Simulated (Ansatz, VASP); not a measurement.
**Two plane-wave programs on In**

```
CELL_PARAMETERS angstrom
-1.90966 1.90966 1.90966
1.90966 -1.90966 1.90966
1.90966 1.90966 -1.90966
ATOMIC_POSITIONS crystal
In 0.00000 0.00000 0.00000
```

This isn't the form of In at room conditions, which is tetragonal.

Alike in both runs: functional PBE; k mesh 16 × 16 × 16; occupations gaussian, width 0.1 eV; no spin polarisation.

Ansatz relaxed the structure, and its values are those at the end. VASP's run is a single point on that final structure, the one shown.

```csv
,VASP,Ansatz
version,VASP 6.6.1,Ansatz 0.2.0
potentials or method,"VASP PAW PBE potentials, release 64 (In_d)","scalar-relativistic, plane waves, PAW"
plane-wave cutoff (eV),520,420
valence electrons in the cell,13,13
```

```csv
,VASP,Ansatz,Ansatz less VASP
gap on the k mesh at the Fermi level (eV),none,none,-
pressure (GPa),0.0,0.0,+0.05
```

A gap of «none» marks a metal or a gap that the smearing closes.
